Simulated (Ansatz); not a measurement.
Runs of Ansatz 0.2.0 on Ti. It takes space group P6_3/mmc (No. 194, hexagonal). Conventional cell: a = 2.950 Å, b = 2.950 Å, c = 4.680 Å, α = 90.00°, β = 90.00°, γ = 120.00°. Ti (site symmetry -6m2) is surrounded by 12 Ti at 2.89 to 2.95 Å. 

```tsv
task	level	cell	k mesh	cutoff (eV)	smearing	atoms under strain	points for each segment of the path	gap on the mesh (eV)	pressure (GPa)	relaxed volume (Å³/atom)
elastic constants	PBEsol	as given	7 × 7 × 5	420	fermi-dirac 0.05 eV	relaxed	-	none	-5.5	-
density of states	PBEsol+D3(BJ)	as given	10 × 10 × 6	420	methfessel-paxton 0.1 eV	-	-	none	-11.1	-
relaxation of cell and atoms	revPBE	relaxed	10 × 10 × 6	420	fermi-dirac 0.05 eV	-	-	-	0.0	(a)
relaxation of cell and atoms	RPBE	relaxed	10 × 10 × 6	420	methfessel-paxton 0.2 eV	-	-	none	0.0	17.90
relaxation of cell and atoms	revPBE+D3(BJ)	relaxed	10 × 10 × 6	420	fermi-dirac 0.05 eV	-	-	-	0.0	16.07
density of states	PBEsol	as given	10 × 10 × 6	420	methfessel-paxton 0.2 eV	-	-	none	-5.8	-
band structure	BLYP	as given	10 × 10 × 6	420	fermi-dirac 0.05 eV	-	14	none	0.9	-
relaxation of cell and atoms	PBEsol+D3(BJ)	relaxed	10 × 10 × 6	420	fermi-dirac 0.05 eV	-	-	-	0.0	15.88
band structure	r2SCAN	as given	10 × 10 × 6	500	fermi-dirac 0.05 eV	-	14	none	(b)	-
relaxation of cell and atoms	PBEsol+D4	relaxed	10 × 10 × 6	420	fermi-dirac 0.05 eV	-	-	-	0.0	16.57
relaxation of cell and atoms	revPBE+D4	relaxed	10 × 10 × 6	420	fermi-dirac 0.05 eV	-	-	-	0.0	17.31
relaxation of cell and atoms	RPBE+D3(BJ)	relaxed	10 × 10 × 6	420	fermi-dirac 0.05 eV	-	-	-	0.0	13.02
```

Alike in all rows: potentials or basis Ansatz PAW; no spin polarisation.

Fill in the values left out.

(a) 17.77; (b) -2.1.

Caveats: the PAW data sets come from PBE, with cores solved anew for the run's functional, which leaves a small shift of forces and pressure; the plane-wave basis is chosen anew once the cell has moved, so the energies of steps on either side of that aren't comparable (some runs); the cell is more than 3 GPa from zero pressure, which shifts response properties (some runs); elastic constants of metals need much finer meshes, so these are rough (some runs); pairwise dispersion overbinds metals, which lowers pressure and volume (some runs); the volume moved by over 15 % at a fixed basis, so the end points are rough (some runs); the volume moved by -26 % from the deposited cell, more than functionals usually miss (some runs).

A gap of «none» marks a metal or a gap under the smearing width.

Runs at the PBE level aren't shown here.
